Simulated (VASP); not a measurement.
## CaF2: single point with r2SCAN

CaF2:

```
CELL_PARAMETERS angstrom
0.00000 2.71895 2.71895
2.71895 0.00000 2.71895
2.71895 2.71895 0.00000
ATOMIC_POSITIONS crystal
Ca 0.00000 0.00000 0.00000
F 0.75000 0.75000 0.75000
F 0.25000 0.25000 0.25000
```

The cell comes from a database or a generator and needn't be the stable form of this composition.

```
Program                : VASP 6.6.1
Task                   : single point
Functional             : r2SCAN
Potentials or basis    : VASP PAW PBE potentials, release 64 (Ca_sv, F)
Cutoff                 : 520 eV
k mesh                 : 8 × 8 × 8
Occupations            : gaussian, width 0.02 eV
Spin                   : no spin polarisation
Dipole correction      : no
Further INCAR settings : ALGO = Normal; EDIFF = 1e-06; NBANDS = 19
```

The pressure is 0.7 GPa. The band gap on the k mesh is 8.02 eV, indirect (least direct gap 8.29 eV).

Levels at points of the mesh, in eV from the valence-band top:
```
           k point  band 8  band 9  band 10  band 11  band 12  band 13  band 14  band 15  band 16  band 17
(0.00, 0.00, 0.00)   -2.14   -2.14    -0.26    -0.26    -0.26     8.02    10.06    10.06    12.26    12.26
(0.50, 0.00, 0.00)   -1.53   -1.28    -1.26    -0.84    -0.84    10.25    10.25    10.75    11.29    11.98
(0.50, 0.50, 0.00)   -1.67   -1.67    -0.36    -0.36     0.00     8.79    10.51    11.00    11.88    11.88
```

Run time: 45 s on 1 thread of Intel(R) Xeon(R) 6975P-C (Granite Rapids) (shared host), peak memory 0.17 GiB.

Caveat: the PAW data sets were made with another functional, which shifts forces and pressure a little. r2SCAN opens gaps a little over a GGA but as a rule still falls short of measured ones.
